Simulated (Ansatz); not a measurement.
The calculation used Ansatz 0.2.0, DFT PBE, scalar-relativistic, plane waves, PAW. All cells share a 420 eV cutoff and Γ-centred k meshes spaced at most about 0.3 Å⁻¹ (about 0.25 or finer for metals, 2π included). No spin polarisation.

All energies are static (0 K, no zero-point motion).

Two relaxed structures of AlIn₂As₃:

A.

```xyz
12
Lattice="4.2522 0.0000 0.0000 -2.1261 3.6825 0.0000 0.0000 0.0000 21.0247" Properties=species:S:1:pos:R:3 pbc="T T T"
Al    0.0000    2.4550   14.0172
Al    2.1261    1.2275    3.5049
In    0.0000    2.4550    0.0809
In    0.0000    2.4550    6.9582
In    2.1261    1.2275   10.5932
In    2.1261    1.2275   17.4705
As    0.0000    2.4550    2.7674
As    0.0000    2.4550    9.6276
As    0.0000    2.4550   16.5033
As    2.1261    1.2275    5.9910
As    2.1261    1.2275   13.2798
As    2.1261    1.2275   20.1399
```

B.

```xyz
12
Lattice="3.6867 -6.3951 0.0000 3.6867 6.3951 0.0000 -2.4429 0.0000 6.9521" Properties=species:S:1:pos:R:3 pbc="T T T"
Al    2.4657    5.3697    3.4813
Al    3.6871   -5.3697    0.0053
In    2.4677    1.0752    3.4745
In    1.2462   -1.0752    6.9505
In    3.6849    3.2496    0.0002
In    2.4635   -3.2496    3.4762
As    1.1302   -1.0817    4.2870
As    2.3517    1.0817    0.8109
As    4.9677    0.9450    4.4500
As    6.1891   -0.9450    0.9740
As    1.3022    3.3313    4.2941
As    2.5237   -3.3313    0.8181
```

Question: Which is lower in energy, and by how much?

Answer: B is lower, by 27 meV/atom. A has Al and In ordered on wurtzite sites, space group P6_3mc (No. 186), 27.4 Å³/atom and no gap on its mesh; B has Al and In ordered on zinc blende sites, space group Cc (No. 9), 27.3 Å³/atom and a gap of 0.19 eV. In A, around Al lie 4 As at 2.49–2.56 Å; In on its first site is surrounded by 4 As at 2.64–2.69 Å; As on its first site is surrounded by 3 Al at 2.56 Å and 1 In at 2.69 Å; 3 more sites not described. In B, Al has 4 As at 2.48–2.51 Å; In on its first site has 4 As at 2.66–2.69 Å; As on its first site is surrounded by 1 Al at 2.49 Å and 3 In at 2.66–2.67 Å; 3 more sites not described. Both come from invented guesses. Shaken at random and relaxed again, A came back.

For metals, differences of a few meV/atom aren't resolved. Kohn–Sham gaps at this level usually fall short of measured ones. The zero gap of P6_3mc may come from the functional, which often closes small gaps. Cells without such a test can be saddle points.
